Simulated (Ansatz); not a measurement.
# MnS (Fm-3m) in Ansatz: settings compared

The runs below take MnS through single point, relaxation of cell and atoms, with PBEsol, PBE, HF.

All numbers are computed with Ansatz 0.2.0; they aren't measurements. Logs are shortened: lines on timing, memory, paths and dates and some standing lists are left out, and cuts for length are marked.

### Step 1. The structure

The structure is cubic, space group Fm-3m (No. 225). Conventional cell: a = 5.209 Å, b = 5.209 Å, c = 5.209 Å, α = 90.00°, β = 90.00°, γ = 90.00°. Around Mn (site symmetry m-3m) lie 6 S at 2.60 Å. S (site symmetry m-3m) is surrounded by 6 Mn at 2.60 Å.

### Step 2. Single point, PBEsol, collinear spin, ferromagnetic start

input.yaml

```yaml
crystal:
  lattice:
    - [0.0, 2.6045, 2.6045]
    - [2.6045, 0.0, 2.6045]
    - [2.6045, 2.6045, 0.0]
  atoms:
    - { symbol: Mn, position: [0.0, 0.0, 0.0], spin: 4.0 }
    - { symbol: S, position: [0.5, 0.5, 0.5] }
hamiltonian:
  xc: pbesol
  pseudopotentials: { kind: paw }
magnetization:
  spin_polarized: true
kpoints:
  mp_grid: { grid: [9, 9, 9] }
scf:
  occupations: { method: gaussian, width: 0.1 }
output:
  forces: true
  stress: true
  eigenvalues: true
```

Potentials or basis: Ansatz PAW.

On the command line:

```console
> ansatz run input.yaml --threads 2 --pin off --max-ram 5632MiB --backend cpu --events-out ev --progress --plain --runs-dir out
```

The program printed:

```text
Warning: RAYON_NUM_THREADS=2 ignored (pool sized by the plan → 2); use --threads N
Engine: ansatz 0.2.0, aarch64-unknown-linux-gnu
Pseudopotentials: kind: paw
Pseudopotential: Mn, paw, valence charge 15, recommended cutoff 420 eV (normal), Mn.paw.azcp
Pseudopotential: S, paw, valence charge 6, recommended cutoff 420 eV (normal), S.paw.azcp
Functional definition: PBEsol
  exchange = pbesol_x
  correlation = pbesol_c
Crystal: 2 atoms, lattice volume = 35.335 Å³
Basis set: ecut = 420 eV, 701 PW (Γ), exchange–correlation on 50×50×50 points (8 copies of the dense FFT grid, shifted against one another)
Bands: 17, of which v1, the nominal top of the filled ones, is band 11 counted from 1 (10 counted from 0)
Symmetry: 48 space group operations
Space group: Fm-3m (ITA 225), of the structure as read, at distance tolerance 3.3e-5 Å
Magnetic group: BNS 225.116 (UNI 1618), of the structure as read, at distance tolerance 3.3e-5 Å
k-points: 35 of 729
Non-local potential: Mn, projectors of the file, l = 0: 3, l = 1: 2, l = 2: 3, l = 3: 1
Non-local potential: S, projectors of the file, l = 0: 2, l = 1: 2, l = 2: 2
PAW form: soft (Blöchl's): semilocal exchange-correlation on the pseudo side does not see the compensation charge
PAW frozen core: Mn, regenerated for the run's functional, and the local potential with it (the file was generated under x = pbe(κ = 0.804, μ = 0.2195149727645171), c = pbe(β = 0.06672455060314922))
PAW frozen core: S, regenerated for the run's functional, and the local potential with it (the file was generated under x = pbe(κ = 0.804, μ = 0.2195149727645171), c = pbe(β = 0.06672455060314922))
PAW one-centre angular grid: Mn, 590 points (default); XC on 64 Gauss nodes
PAW one-centre angular grid: S, 110 points (default); XC on 64 Gauss nodes
Initial density: superposition of atomic densities (chi_scale 0.1, normalization cell, long waves kept (reshape's long-wave potential 0.00 eV rms))
Starting moments: Σ|m| = 4 μB on 1 of 2 sites
Initial wavefunctions: pseudopotential atomic-orbital guess
Functional: x = pbesol(κ = 0.804, μ = 0.12345679012345678), c = pbesol(β = 0.046)
SCF iter   1: F=—  HF=-4754.247257 eV  |F-HF|=—  |Δ(HF+E_count)|=         —  Δρ=8.07e-2 (↑8.07e-2 ↓1.62e-2)  dr2=1.90e0  dr2_m=6.08e-1  M=4.589 μB ∫|m|=4.589 μB  β_m=0.30  ethr=3.10e-3  ⟨swp⟩=4.1  Hψ=5485  notcnv=0
Mixer restart at iter 1: flushing history
preconditioner: auto → Kerker (q_TF=auto, 2.502 Å⁻¹)  [metal: Δε(μ)=0.056 eV  Ē_g=9.346 eV  σ=0.100 eV  W_gap=0.30  n_scr=14 (ndim 8)  ℏωp=22.5 eV  f_vac=0.000  D(μ)=1.01/eV (n_scr^D=8)]
spin=Collinear: Kerker preconditioning applied to the charge; magnetization (m = ρ↑ − ρ↓) channel mixes plain (no charge-response kernel on spin).
SCF iter   2: F=—  HF=-4754.309460 eV  |F-HF|=—  |Δ(HF+E_count)|=   6.22e-2  Δρ=4.39e-2 (↑4.39e-2 ↓1.45e-2)  dr2=5.09e-1  dr2_m=2.35e-1  M=4.621 μB ∫|m|=4.621 μB  β_m=0.46  ethr=3.10e-3  ⟨swp⟩=2.1  Hψ=2337  notcnv=0  defer=110
SCF iter   3: F=—  HF=-4754.406808 eV  |F-HF|=—  |Δ(HF+E_count)|=   9.73e-2  Δρ=1.06e-2 (↑1.06e-2 ↓6.36e-3)  dr2=5.03e-2  dr2_m=1.53e-2  M=4.658 μB ∫|m|=4.658 μB  β_m=0.59  ethr=2.43e-3  ⟨swp⟩=2.2  Hψ=1853  notcnv=0  defer=110
SCF iter   4: F=—  HF=-4754.403128 eV  |F-HF|=—  |Δ(HF+E_count)|=         —  Δρ=2.97e-3 (↑2.97e-3 ↓1.89e-3)  dr2=4.69e-3  dr2_m=3.23e-4  M=4.678 μB ∫|m|=4.678 μB  β_m=0.59  ethr=2.40e-4  ⟨swp⟩=2.1  Hψ=2052  notcnv=0  defer=110
Mixer restart at iter 4: flushing history
SCF iter   5: F=—  HF=-4754.404606 eV  |F-HF|=—  |Δ(HF+E_count)|=   1.48e-3  Δρ=1.31e-3 (↑1.31e-3 ↓1.22e-3)  dr2=1.87e-3  dr2_m=1.49e-5  M=4.683 μB ∫|m|=4.683 μB  β_m=0.80  ethr=2.23e-5  ⟨swp⟩=2.3  Hψ=1655  notcnv=0  defer=110
SCF iter   6: F=—  HF=-4754.405485 eV  |F-HF|=—  |Δ(HF+E_count)|=   8.79e-4  Δρ=5.40e-4 (↑4.66e-4 ↓5.40e-4)  dr2=3.42e-4  dr2_m=1.95e-6  M=4.688 μB ∫|m|=4.688 μB  β_m=0.86  ethr=8.92e-6  ⟨swp⟩=2.1  Hψ=1682  notcnv=0  defer=110
SCF iter   7: F=—  HF=-4754.405465 eV  |F-HF|=—  |Δ(HF+E_count)|=   1.98e-5  Δρ=6.22e-4 (↑6.22e-4 ↓2.11e-4)  dr2=1.20e-4  dr2_m=1.62e-5  M=4.689 μB ∫|m|=4.689 μB  β_m=0.76  ethr=1.63e-6  ⟨swp⟩=2.0  Hψ=1851  notcnv=0  defer=110
SCF iter   8: F=—  HF=-4754.405463 eV  |F-HF|=—  |Δ(HF+E_count)|=   1.84e-6  Δρ=1.33e-4 (↑1.12e-4 ↓1.33e-4)  dr2=1.69e-5  dr2_m=1.48e-7  M=4.688 μB ∫|m|=4.688 μB  β_m=0.88  ethr=5.70e-7  ⟨swp⟩=2.2  Hψ=1666  notcnv=0  defer=110
SCF iter   9: F=—  HF=-4754.405474 eV  |F-HF|=—  |Δ(HF+E_count)|=   1.09e-5  Δρ=1.95e-5 (↑1.59e-5 ↓1.95e-5)  dr2=3.80e-7  dr2_m=2.61e-8  M=4.687 μB ∫|m|=4.687 μB  β_m=0.94  ethr=8.03e-8  ⟨swp⟩=2.1  Hψ=1654  notcnv=0  defer=110
SCF iter  10: F=—  HF=-4754.405474 eV  |F-HF|=—  |Δ(HF+E_count)|=   2.54e-7  Δρ=8.36e-6 (↑8.36e-6 ↓3.85e-6)  dr2=3.81e-8  dr2_m=3.29e-9  M=4.687 μB ∫|m|=4.687 μB  β_m=0.97  ethr=1.81e-9  ⟨swp⟩=2.1  Hψ=1587  notcnv=0  defer=110
SCF iter  11: F=-4754.405474 eV  HF=-4754.405474 eV  |F-HF|=5.73e-9  |Δ(HF+E_count)|=   1.32e-9  Δρ=3.40e-6 (↑1.52e-6 ↓3.40e-6)  dr2=7.42e-9  dr2_m=1.08e-9  M=4.687 μB ∫|m|=4.687 μB  ethr=1.82e-10  ⟨swp⟩=4.5  Hψ=4680  notcnv=0
SCF 1 converged in 11 iterations: F = -4754.405474 eV  dr2 = 7.42e-9
SCF converged after 11 iterations
Magnetization: 4.6870 μB (12.8435 up, 8.1565 down)
Absolute magnetization: 4.6870 μB (∫|ρ↑−ρ↓|, with the PAW one-centre terms)
Spin contamination: 0.0317 ħ² per cell (⟨S²⟩ above its minimum at these occupations)
Per-site moments (μB) at R_I (Å): [(4.183789450011246, 1.0743562500000001), (0.14296621714595562, 1.0743562500000001)]
Free energy (F): -4754.405474 eV
Harris-Foulkes:  -4754.405474 eV  (|F-HF|=5.73e-9)
Internal energy: -4754.401368 eV  (E = F + TS)
E sigma→0 (E₀):  -4754.403421 eV
Entropy (-TS):   -0.004107 eV (-2.053 meV/atom)
Fermi energy:    10.202506 eV
--- Per-component energies (eV) ---
  E_band       = -298.394244
  E_kinetic    = 405.249188
  E_local      = -2454.844885  (includes V_loc(G=0)·N_el)
  E_nonlocal   = 282.078367
  E_hartree    = 1005.083216
  E_xc         = -205.778292
  E_vxc        = -228.212798  (∫ρ·V_xc dr)
  E_paw        = -1861.306377  (= ΣΔE_a)
  E_vpaw       = -312.833684  (= ΣTr[D̂ρ^β])
  E_aug_tail   = -0.000008  (compensation charges beyond the density's cutoff)
  E_ewald      = -1925.114175
  E_core_change = 0.231600  (= ΣΔE_core)
  E_smearing   = -0.004107  (= −TS)
  E_closure    = 0.000000  (closes the sum)
  Σ components = -4754.405474   (vs F -4754.405474, Δ=0.00e0)
--- Forces (eV/Å), atoms counted from 1 ---
  atom   1  Mn    -0.00000000     0.00000000    -0.00000000
  atom   2  S      0.00000000    -0.00000000    -0.00000000
  max |Σ_I F_I| component: 4.01e-30 eV/Å
--- Stress (GPa, compression-positive) ---
       -7.266806       0.000000       0.000000
        0.000000      -7.266806       0.000000
       -0.000000      -0.000000      -7.266806
  P = ⅓ Tr σ = -7.2668 GPa (-72.668 kbar)
--- Band table (eV; the first three rows and the last of 70) ---
  k-point 0 ↑: bands = ["-71.3918", "-40.2628", "-40.2628", "-40.2628", "-4.3847", "6.8603", "6.8603", "6.8603", "6.9547", "6.9547", "8.3341", "8.3341", "8.3341", "11.8100", "18.6451", "18.6451", "18.6451"]
  k-point 1 ↑: bands = ["-71.3918", "-40.2637", "-40.2629", "-40.2629", "-4.2589", "6.5341", "6.5829", "6.5829", "6.9317", "6.9317", "7.8392", "8.7530", "8.7530", "12.5969", "17.6919", "18.5622", "18.5622"]
  k-point 2 ↑: bands = ["-71.3916", "-40.2662", "-40.2633", "-40.2633", "-3.9096", "5.3487", "6.0289", "6.0289", "7.0773", "7.0773", "7.5928", "9.4812", "9.4812", "13.5882", "16.9636", "17.5634", "17.5634"]
  k-point 34 ↓: bands = ["-66.8479", "-35.8023", "-35.8009", "-35.7984", "-2.5451", "5.1237", "5.6678", "6.2486", "11.0120", "11.2896", "11.4654", "11.7239", "11.8344", "15.6333", "17.3450", "17.7002", "18.8952"]
```

Wall time 2.5 s (2 threads of Arm Neoverse V1, shared host); peak memory 0.31 GiB.

What came out:

```yaml
Free_energy: -4754.4055 eV
Pressure: -7.3 GPa
Band_gap_on_the_k_mesh: none (metal or under the smearing width)
Net_moment: 4.69 μB per cell
Absolute_moment: 4.69 μB per cell
Site_moments: Mn +4.18; S +0.14 μB
```

Caveat: a cell with one magnetic atom can't hold antiferromagnetic order, which such compounds often take; semilocal functionals often make such compounds metallic where correlation or magnetic order opens a gap, which also shifts bond lengths; the PAW data sets come from PBE, with cores solved anew for the run's functional, which leaves a small shift of forces and pressure. With open d or f shells a metallic result of PBEsol can be an artefact of self-interaction; +U or a hybrid may open a gap.

(Continued in part 2 of 2.)
